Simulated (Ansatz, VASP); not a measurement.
# Cross-check of SrO between VASP and Ansatz

Wanted: the spread between two codes on one cell, functional and k mesh.

Program: Ansatz 0.2.0. Level of theory: plane waves, with VASP 6.6.1 beside it; band structure at HSE06 and band structure at HSE03. Results are calculated unless marked as measured.

The database entry behind the starting cell differs from later determinations by our own check (about 0.5 % short), so it need not match the best structure at ambient conditions.

**1. The structure**

The structure is cubic, space group Fm-3m (No. 225). Conventional cell: a = 5.133 Å, b = 5.133 Å, c = 5.133 Å, α = 90.00°, β = 90.00°, γ = 90.00°. Nearest to Sr lie 6 O at 2.57 Å. Nearest to O lie 6 Sr at 2.57 Å. Farther neighbours and most contacts between anions are not listed.

**2. VASP: band structure, HSE06**

Levels along a path test the potential and the projectors away from the mesh points.

Lines of VASP's logs that name or quote its potential files are left out, and so is its time.

The run reads the wave functions of an earlier VASP run, which isn't shown here.

The input, INCAR:

```
SYSTEM = SrO
PREC = Accurate
ENCUT = 520
EDIFF = 1E-06
NELM = 100
ISMEAR = 0
SIGMA = 0.02
LREAL = .FALSE.
ALGO = Normal
LHFCALC = .TRUE.
AEXX = 0.25
GGA = PE
HFSCREEN = 0.2
LASPH = .TRUE.
NBANDS = 14
PRECFOCK = Fast
LORBIT = 11
LWAVE = .FALSE.
LCHARG = .FALSE.
KPAR = 4
```

The input, POSCAR:

```
SrO
1.0
    0.0000000000      2.5663000000      2.5663000000
    2.5663000000      0.0000000000      2.5663000000
    2.5663000000      2.5663000000      0.0000000000
Sr O
1 1
Direct
    0.5000000000      0.5000000000      0.5000000000
    0.0000000000      0.0000000000      0.0000000000
```

The input, KPOINTS:

```
Automatic mesh
0
Gamma
5 5 5
0 0 0
```

The input, KPOINTS_OPT:

```
Line mode
6
Line-mode
Reciprocal
  0.00000000   0.00000000   0.00000000 GAMMA
  0.50000000   0.00000000   0.50000000 X

  0.50000000   0.00000000   0.50000000 X
  0.50000000   0.25000000   0.75000000 W

  0.50000000   0.25000000   0.75000000 W
  0.37500000   0.37500000   0.75000000 K

  0.37500000   0.37500000   0.75000000 K
  0.00000000   0.00000000   0.00000000 GAMMA

  0.00000000   0.00000000   0.00000000 GAMMA
  0.50000000   0.50000000   0.50000000 L

  0.50000000   0.50000000   0.50000000 L
  0.62500000   0.25000000   0.62500000 U

  0.62500000   0.25000000   0.62500000 U
  0.50000000   0.25000000   0.75000000 W

  0.50000000   0.25000000   0.75000000 W
  0.50000000   0.50000000   0.50000000 L

  0.50000000   0.50000000   0.50000000 L
  0.37500000   0.37500000   0.75000000 K

  0.62500000   0.25000000   0.62500000 U
  0.50000000   0.00000000   0.50000000 X
```

The projector-augmented-wave data sets are Sr_sv and O (PBE family, release 64).

Command:

```console
$ mpirun -np 4 vasp_std
```

Numbers of over 12 decimals in the logs are rounded to 6 here.

What it wrote:

```text
[banner, memory and clock lines left out]
running    4 mpi-ranks, on    1 nodes
 distrk:  each k-point on    1 cores,    4 groups
 distr:  one band on    1 cores,    1 groups

 POSCAR found type information on POSCAR SrO
 POSCAR found :  2 types and       2 ions
 LDA part: xc-table for (Slater+PW92), standard interpolation
 found WAVECAR, reading the header
 POSCAR, INCAR and KPOINTS ok, starting setup
 FFT: planning ... GRIDC
 FFT: planning ... GRID_SOFT
 FFT: planning ... GRID
 reading WAVECAR
 the WAVECAR file was read successfully
 initial charge from wavefunction
 entering main loop
       N       E                     dE             d eps       ncg     rms          rms(c)
DAV:   1    -0.142054109334E+02   -0.14205E+02   -0.23016E-01   286   0.578E+00    0.250E+00
DAV:   2    -0.142015976211E+02    0.38133E-02   -0.22087E-02   346   0.145E+00    0.122E+00
DAV:   3    -0.142011959098E+02    0.40171E-03   -0.32596E-03   310   0.529E-01    0.622E-01
DAV:   4    -0.142006778625E+02    0.51805E-03   -0.59288E-04   340   0.229E-01    0.346E-01
DAV:   5    -0.142005634278E+02    0.11443E-03   -0.25652E-04   334   0.136E-01    0.209E-01
DAV:   6    -0.142005239341E+02    0.39494E-04   -0.23806E-05   456   0.577E-02    0.118E-01
DAV:   7    -0.142005140971E+02    0.98369E-05   -0.89582E-06   344   0.332E-02    0.645E-02
DAV:   8    -0.142005120093E+02    0.20879E-05   -0.36969E-06   362   0.198E-02    0.362E-02
DAV:   9    -0.142005116215E+02    0.38774E-06   -0.10746E-06   200   0.111E-02
   1 F= -.14200512E+02 E0= -.14200512E+02  d E =-.788555E-29
 Start KPOINTS_OPT (optional k-point list driver)
k-point batch [1-10\60]
       N       E                     dE             ncg
DAV:   1    -0.955625889868E+03   -0.55499E+04      280
DAV:   2    -0.177481550005E+04   -0.81919E+03      354
DAV:   3    -0.183884625617E+04   -0.64031E+02      464
DAV:   4    -0.183999589278E+04   -0.11496E+01      342
DAV:   5    -0.184001054811E+04   -0.14655E-01      450
DAV:   6    -0.184001082294E+04   -0.27483E-03      376
DAV:   7    -0.184001082509E+04   -0.21490E-05      298
DAV:   8    -0.184001082517E+04   -0.85118E-07      218
[...]
k-point batch [51-60\60]
       N       E                     dE             ncg
DAV:   1    -0.103335957725E+04   -0.72391E+04      280
DAV:   2    -0.181249772366E+04   -0.77914E+03      384
DAV:   3    -0.186354887032E+04   -0.51051E+02      426
DAV:   4    -0.186464086001E+04   -0.10920E+01      408
DAV:   5    -0.186466620254E+04   -0.25343E-01      454
DAV:   6    -0.186466658466E+04   -0.38212E-03      392
DAV:   7    -0.186466658744E+04   -0.27795E-05      304
DAV:   8    -0.186466658753E+04   -0.97743E-07      272
```

OUTCAR, selected parts (step 2):

```text
ion  position               nearest neighbor table
   1  0.500  0.500  0.500-   2 2.57   2 2.57   2 2.57   2 2.57   2 2.57   2 2.57
   2  0.000  0.000  0.000-   1 2.57   1 2.57   1 2.57   1 2.57   1 2.57   1 2.57

  LATTYP: Found a face centered cubic cell.
 ALAT       =     5.1326000000

 Subroutine GETGRP returns: Found 48 space group operations
 (whereof 48 operations were pure point group operations)

The static configuration has the point symmetry O_h .

 Found     10 irreducible k-points:

   k-points           NKPTS =     10   k-points in BZ     NKDIM =    125   number of bands    NBANDS=     14

   dimension x,y,z NGX =    28 NGY =   28 NGZ =   28
   dimension x,y,z NGXF=    56 NGYF=   56 NGZF=   56

   ENCUT  =  520.0 eV  38.22 Ry    6.18 a.u.   6.75  6.75  6.75*2*pi/ulx,y,z

   NELECT =      16.0000    total number of electrons

 k-points in reciprocal lattice and weights: Automatic mesh
   0.00000000  0.00000000  0.00000000       0.008
   0.20000000  0.00000000  0.00000000       0.064
   0.40000000  0.00000000  0.00000000       0.064
   0.20000000  0.20000000  0.00000000       0.048
   0.40000000  0.20000000  0.00000000       0.192
  -0.40000000  0.20000000  0.00000000       0.192
  -0.20000000  0.20000000  0.00000000       0.096
   0.40000000  0.40000000  0.00000000       0.048
  -0.40000000  0.40000000  0.00000000       0.096
  -0.40000000  0.40000000  0.20000000       0.192

  exchange ACFDT corr.  =         0.00000000  see jH, gK, PRB 81, 115126

 average (electrostatic) potential at core
       1 -32.1039       2 -64.3756

 E-fermi :   0.7610

 k-point     1 :       0.0000    0.0000    0.0000
  band No.  band energies     occupation
    ...
      4     -14.0440      2.00000
      5     -14.0440      2.00000
      6       0.6076      2.00000
      7       0.6077      2.00000
      8       0.6077      2.00000
      9       6.1408      0.00000
     10       8.5196      0.00000
     11       8.5196      0.00000
     12       8.5196      0.00000
     13      10.7822      0.00000
    ...

 k-point     2 :       0.2000    0.0000    0.0000
  band No.  band energies     occupation
    ...
      4     -14.0710      2.00000
      5     -13.5873      2.00000
      6      -0.3551      2.00000
      7       0.1406      2.00000
      8       0.1406      2.00000
      9       7.7411      0.00000
     10       8.2697      0.00000
     11       9.3240      0.00000
     12       9.3240      0.00000
     13      11.8321      0.00000
    ...

 k-point     3 :       0.4000    0.0000    0.0000
  band No.  band energies     occupation
    ...
      4     -14.1138      2.00000
      5     -13.1075      2.00000
      6      -1.5024      2.00000
      7      -0.5044      2.00000
      8      -0.5044      2.00000
      9       8.7170      0.00000
     10      10.2325      0.00000
     11      11.0168      0.00000
     12      11.0168      0.00000
     13      13.9857      0.00000
    ...

  energy-cutoff  :      520.00
  volume of cell :       33.80
      direct lattice vectors                 reciprocal lattice vectors
     0.000000000  2.566300000  2.566300000    -0.194833028  0.194833028  0.194833028
     2.566300000  0.000000000  2.566300000     0.194833028 -0.194833028  0.194833028
     2.566300000  2.566300000  0.000000000     0.194833028  0.194833028 -0.194833028

 POSITION                                       TOTAL-FORCE (eV/Angst)
 -----------------------------------------------------------------------------------
      2.56630      2.56630      2.56630         0.000000     -0.000000      0.000000
      0.00000      0.00000      0.00000         0.000000      0.000000      0.000000
 -----------------------------------------------------------------------------------
    total drift:                               -0.000000      0.000002     -0.000001

  FREE ENERGIE OF THE ION-ELECTRON SYSTEM (eV)
  ---------------------------------------------------
  free  energy   TOTEN  =       -14.2005116215 eV

  energy  without entropy=      -14.2005116215  energy(sigma->0) =      -14.20051162

 total charge
# of ion       s       p       d       tot
------------------------------------------
    1        2.014   5.864   0.230   8.109
    2        1.555   3.458   0.000   5.013
--------------------------------------------------
tot          3.569   9.322   0.230  13.122

[... 3 further parts left out ...]
```

The k-mesh is coarse for exact exchange; levels may shift by about 0.1 eV on a finer one.

**3. Ansatz: band structure, HSE06**

Ansatz runs on its default PAW (the set named soft_2) files.

The same cell, functional, mesh and smearing now go to Ansatz, which takes its cutoff from its data sets.

The input, input.yaml:

```yaml
crystal:
  lattice:
    - [0.0, 2.5663, 2.5663]
    - [2.5663, 0.0, 2.5663]
    - [2.5663, 2.5663, 0.0]
  atoms:
    - { symbol: Sr, position: [0.5, 0.5, 0.5] }
    - { symbol: O, position: [0.0, 0.0, 0.0] }
hamiltonian:
  xc: { exchange: pbe, correlation: pbe, exx: { coeff: 0.25, omega: 0.2 } }
  pseudopotentials: { kind: paw }
kpoints:
  mp_grid: { grid: [5, 5, 5] }
  band_path:
    path:
      - [0.0, 0.0, 0.0]
      - [0.5, 0.0, 0.5]
      - [0.5, 0.2, 0.7]
      - [0.4, 0.35, 0.75]
      - [0.15, 0.15, 0.3]
      - [0.2, 0.2, 0.2]
      - [0.55, 0.4, 0.55]
      - [0.6, 0.25, 0.65]
      - [0.5, 0.25, 0.75]
      - [0.5, 0.5, 0.5]
      - [0.375, 0.375, 0.75]
      - [0.5, 0.0, 0.5]
    npoints: 1
scf:
  occupations: { method: gaussian, width: 0.02 }
  n_extra_bands: 7
output:
  forces: true
  stress: true
  eigenvalues: true
```

Command:

```console
$ ansatz run input.yaml --threads 4 --pin off --max-ram 9216MiB --backend cpu --events-out ev --progress --plain --runs-dir out
```

What it wrote:

```text
Warning: output.stress: scf.convergence.dr2_threshold = 1e-7 eV (the SCF's general default) is looser than the 2e-10 eV advised for a printed stress (1e-10 eV for each atom of the cell: 2). What an SCF threshold leaves in a stress goes as its square root, and in the free energy as the threshold itself, and one threshold admits the most on a small cell: [figures from the program's tests cut] Set scf.convergence.dr2_threshold to 2e-10 eV or tighter. The threshold is an SCF's pass mark: one that does not reach it within its budget of iterations ends unconverged, or closes short of it on a stop that the run arms, and scf.convergence.dr2_threshold's page says what that costs each kind of run
Warning: output.stress: scf.exx.energy_threshold = 1e-6 eV is looser than the 2e-8 eV advised for a stress under a hybrid functional (1e-8 eV for each atom of the cell: 2). Every SCF of the exchange loop can meet its threshold on dr2 while the loop round them stops early: no threshold on dr2 bounds what that leaves in the stress. Set scf.exx.energy_threshold to 2e-8 eV or tighter. The threshold is the loop's pass mark: a loop that does not reach it within its budget of cycles ends unconverged, and scf.exx.energy_threshold's page has the law
scf.n_extra_bands = 7 over 8 filled bands (N_el = 16.0): the run solves 15 bands
Engine: ansatz 0.2.0, aarch64-unknown-linux-gnu
Pseudopotentials: kind: paw
Pseudopotential: Sr, paw, valence charge 10, recommended cutoff 420 eV (normal), Sr.paw.azcp
Pseudopotential: O, paw, valence charge 6, recommended cutoff 420 eV (normal), O.paw.azcp
Functional definition: unnamed
  parameter a_1 = 0.25
  parameter omega_1 = 0.2/angstrom
  exchange = pbe_x + (-a_1)*pbe_x_sr(omega_1) + a_1*exact_x_sr(omega_1)
  correlation = pbe_c
Crystal: 2 atoms, lattice volume = 33.803 Å³
Basis set: ecut = 420 eV, 645 PW (Γ), exchange–correlation on 50×50×50 points (8 copies of the dense FFT grid, shifted against one another)
Bands: 15, of which v1, the nominal top of the filled ones, is band 8 counted from 1 (7 counted from 0)
Symmetry: 48 space group operations
Space group: Fm-3m (ITA 225), of the structure as read, at distance tolerance 3.2e-5 Å
k-points: 10 of 125
Non-local potential: Sr, projectors of the file, l = 0: 3, l = 1: 2, l = 2: 2
Non-local potential: O, projectors of the file, l = 0: 2, l = 1: 2, l = 2: 1
PAW form: soft (Blöchl's): semilocal exchange-correlation on the pseudo side does not see the compensation charge
PAW frozen core: Sr, regenerated for the run's functional, and the local potential with it (the file was generated under x = pbe(κ = 0.804, μ = 0.219515), c = pbe(β = 0.066725))
PAW frozen core: O, regenerated for the run's functional, and the local potential with it (the file was generated under x = pbe(κ = 0.804, μ = 0.219515), c = pbe(β = 0.066725))
PAW one-centre angular grid: Sr, 110 points (default); XC on 64 Gauss nodes
PAW one-centre angular grid: O, 110 points (default); XC on 96 Gauss nodes
Initial density: superposition of atomic densities (neutral atoms: chi_scale 0, normalization atom), corrected by the library's trained network
Initial wavefunctions: pseudopotential atomic-orbital guess
Functional: x = pbe(κ = 0.804, μ = 0.219515), c = pbe(β = 0.066725), warm-up for x = pbe(κ = 0.804, μ = 0.219515) + 0.25 (exact − pbe) at short range (hse, ω = 0.2 Å⁻¹), c = pbe(β = 0.066725)
SCF iter   1: F=—  HF=-4114.615321 eV  |F-HF|=—  |Δ(HF+E_count)|=         —  Δρ=1.20e-3  dr2=2.98e-4  ethr=1.77e-3  ⟨swp⟩=2.0  Hψ=1065  notcnv=0
preconditioner: auto → none  [insulator: Δε(μ)=3.489 eV  Ē_g=18.259 eV  σ=0.020 eV  W_gap=1.00  n_scr=8 (ndim 8)  ℏωp=23.9 eV  f_vac=0.000  D(μ)=0.00/eV (n_scr^D=0)]
SCF iter   2: F=-4114.615432 eV  HF=-4114.615390 eV  |F-HF|=4.19e-5  |Δ(HF+E_count)|=   6.86e-5  Δρ=4.22e-4  dr2=3.04e-5  ethr=1.86e-6  ⟨swp⟩=3.6  Hψ=367  notcnv=0  defer=2
SCF 1 stopped early in 2 iterations: F = -4114.615432 eV  dr2 = 3.04e-5
  greatest PAW one-centre occupation: 0.987 electrons in one spin orbital (limit 2), on the Sr atom at site 0 (counted from 0), in its partial waves of l = 0
Initial density: handed on by an earlier stage of this run
Initial wavefunctions: those handed on with the density
Functional: x = pbe(κ = 0.804, μ = 0.219515) + 0.25 (exact − pbe) at short range (hse, ω = 0.2 Å⁻¹), c = pbe(β = 0.066725)
Exchange kernel: α = 0.2500, screened, ω = 0.2000 Å⁻¹, Wigner–Seitz truncation, v(0) = 1119.8294 eV·Å³, q-mesh 5×5×5, nearest image of the exchange supercell L = 18.15 Å, pair-density grid 15×15×15, without the augmentation charges, whose exchange is taken in its separable form by FFT convolution over the k-point mesh (sized by the pseudopotential files, 20×20×20 at the most), smooth part of the exact exchange by density-matrix convolution
Frozen-core exchange: fock
SCF iter   1: F=—  HF=-4116.982984 eV  |F-HF|=—  |Δ(HF+E_count)|=         —  Δρ=7.82e-3  dr2=3.49e-2  ethr=1.90e-6  ⟨swp⟩=5.9  Hψ=692  notcnv=0
preconditioner: auto → none  [insulator: Δε(μ)=5.166 eV  Ē_g=20.657 eV  σ=0.020 eV  W_gap=1.00  n_scr=8 (ndim 8)  ℏωp=23.9 eV  f_vac=0.000  D(μ)=0.00/eV (n_scr^D=0)]
SCF iter   2: F=—  HF=-4116.976538 eV  |F-HF|=—  |Δ(HF+E_count)|=   6.45e-3  Δρ=8.34e-3  dr2=1.62e-2  ethr=1.90e-6  ⟨swp⟩=4.8  Hψ=528  notcnv=0
SCF iter   3: F=—  HF=-4116.973120 eV  |F-HF|=—  |Δ(HF+E_count)|=   3.42e-3  Δρ=2.06e-3  dr2=1.68e-3  ethr=1.90e-6  ⟨swp⟩=4.0  Hψ=410  notcnv=0
SCF iter   4: F=—  HF=-4116.977520 eV  |F-HF|=—  |Δ(HF+E_count)|=   4.40e-3  Δρ=9.02e-4  dr2=4.30e-4  ethr=1.90e-6  ⟨swp⟩=3.1  Hψ=347  notcnv=0
iter 5 solved again at ethr=3.69e-8 eV; its pass at ethr=1.90e-6 eV (dr2=5.90e-6 eV) is discarded
SCF iter   5: F=—  HF=-4116.977414 eV  |F-HF|=—  |Δ(HF+E_count)|=   1.06e-4  Δρ=1.24e-4  dr2=8.40e-6  ethr=3.69e-8  ⟨swp⟩=2.7  Hψ=485  notcnv=0
SCF iter   6: F=-4116.977414 eV  HF=-4116.977414 eV  |F-HF|=1.24e-7  |Δ(HF+E_count)|=   4.83e-8  Δρ=2.19e-5  dr2=2.64e-6  ethr=3.65e-8  ⟨swp⟩=2.0  Hψ=231  notcnv=0
SCF 2 stopped early in 6 iterations: F = -4116.977414 eV  dr2 = 2.64e-6
hybrid outer 1: dexx = +5.174e-3 eV, tail = 1.13e-5 eV
Exchange kernel: α = 0.2500, screened, ω = 0.2000 Å⁻¹, Wigner–Seitz truncation, v(0) = 1119.8294 eV·Å³, q-mesh 5×5×5, nearest image of the exchange supercell L = 18.15 Å, pair-density grid 15×15×15, without the augmentation charges, whose exchange is taken in its separable form by FFT convolution over the k-point mesh (sized by the pseudopotential files, 20×20×20 at the most), smooth part of the exact exchange by density-matrix convolution
Frozen-core exchange: fock
SCF iter   1: F=—  HF=-4116.977480 eV  |F-HF|=—  |Δ(HF+E_count)|=         —  Δρ=1.23e-4  dr2=2.82e-6  ethr=3.54e-7  ⟨swp⟩=3.7  Hψ=407  notcnv=0
preconditioner: auto → none  [insulator: Δε(μ)=5.010 eV  Ē_g=20.608 eV  σ=0.020 eV  W_gap=1.00  n_scr=8 (ndim 8)  ℏωp=23.9 eV  f_vac=0.000  D(μ)=0.00/eV (n_scr^D=0)]
SCF iter   2: F=—  HF=-4116.977479 eV  |F-HF|=—  |Δ(HF+E_count)|=   7.56e-7  Δρ=1.31e-5  dr2=3.58e-8  ethr=1.74e-8  ⟨swp⟩=3.0  Hψ=257  notcnv=0
SCF iter   3: F=—  HF=-4116.977480 eV  |F-HF|=—  |Δ(HF+E_count)|=   3.13e-7  Δρ=8.11e-6  dr2=1.30e-8  ethr=7.11e-11  ⟨swp⟩=4.1  Hψ=396  notcnv=0
SCF iter   4: F=-4116.977480 eV  HF=-4116.977480 eV  |F-HF|=1.82e-12  |Δ(HF+E_count)|=   2.33e-9  Δρ=3.91e-7  dr2=2.40e-10  ethr=7.11e-11  ⟨swp⟩=3.0  Hψ=254  notcnv=0
SCF 3 converged in 4 iterations: F = -4116.977480 eV  dr2 = 2.40e-10
  Residual-converged pass: ⟨swp⟩=3.0  Hψ=284  notcnv=0  max |occ|·‖R‖ = 2.4e-6 eV (tolerance 2.4e-6 eV)  dr2=2.50e-10  dr2_onsite=2.68e-11  max |Δocc| = 0.0e0
hybrid outer 2: dexx = +3.934e-7 eV, tail = 3.65e-9 eV, Δε = 7.82e-4 eV (about 1.48e-5 eV left of the loop's levels)
NSCF: frozen V_eff on 12 k-points
hybrid SCF converged: 2 outer / 10 inner (+2 warm-up), last move |dexx| = 3.93e-7 eV, tail = 3.65e-9 eV
Stability not checked: this state was not tested for a lower state beside it, because the functional holds exact exchange (a hybrid, or Hartree-Fock), whose exchange loop this test does not read (fock_operator; see scf.lower_state_search)
Free energy (F): -4116.977480 eV
Frozen-core exchange: fock
Harris-Foulkes:  -4116.977480 eV  (|F-HF|=1.82e-12)
Internal energy: -4116.977480 eV  (E = F + TS)
E sigma→0 (E₀):  -4116.977480 eV
Fermi energy:    9.418216 eV
--- Per-component energies (eV) ---
  E_band       = -84.840748
  E_kinetic    = 424.383085
  E_local      = -861.009742  (includes V_loc(G=0)·N_el)
  E_nonlocal   = 248.600933
  E_hartree    = 233.965802
  E_xc         = -199.244626
  E_vxc        = -206.325650  (∫ρ·V_xc dr)
  E_exx        = -43.227928  (= α·E_x^exact, valence–valence)
  E_paw        = -2861.931438  (= ΣΔE_a)
  E_vpaw       = -71.967478  (= ΣTr[D̂ρ^β])
  E_aug_tail   = 0.002394  (compensation charges beyond the density's cutoff)
  E_ewald      = -1058.117221
  E_core_change = -0.398739  (= ΣΔE_core)
  E_smearing   = -0.000000  (= −TS)
  E_closure    = 0.000000  (closes the sum)
  Σ components = -4116.977480   (vs F -4116.977480, Δ=0.00e0)
--- Forces (eV/Å), atoms counted from 1 ---
  atom   1  Sr    -0.00000000    -0.00000000     0.00000000
  atom   2  O     -0.00000000    -0.00000000     0.00000000
  max |Σ_I F_I| component: 2.56e-30 eV/Å
--- Stress (GPa, compression-positive) ---
        1.160632      -0.000000      -0.000000
       -0.000000       1.160632      -0.000000
        0.000000       0.000000       1.160632
  P = ⅓ Tr σ = 1.1606 GPa (11.606 kbar)
--- Band table (eV; the first three rows and the last of 10) ---
  k-point 0: bands = [... 4 lower, -7.6197, 6.9125, 6.9125, 6.9125, 12.4728, 14.8806, 14.8806, 14.8806, ... 3 higher]
  k-point 1: bands = [... 4 lower, -7.1815, 5.9622, 6.4571, 6.4571, 14.0718, 14.6076, 15.6777, 15.6777, ... 3 higher]
  k-point 2: bands = [... 4 lower, -6.7150, 4.8304, 5.8260, 5.8260, 15.0569, 16.5340, 17.3735, 17.3735, ... 3 higher]
  k-point 9: bands = [... 4 lower, -7.2045, 5.6794, 6.1904, 6.5277, 13.8516, 15.7012, 17.5667, 19.3126, ... 3 higher]
```

Wall time 9.1 s (4 threads of Arm Neoverse V2, shared host); peak memory 0.74 GiB.

[end of part 1 of 2]

[Lines on the potential files, build, host, timing and source positions are cut from VASP's logs without a mark.]

[Logs are printed without paths, hosts, clocks, repeated set-up lines and the standing remarks that a program may print on its own settings, such as how far it seeks lower states.]

[Hosts, paths, dates, database ids (printed as entryN), source tags and the programs' standing remarks are cut or masked in the printed files.]
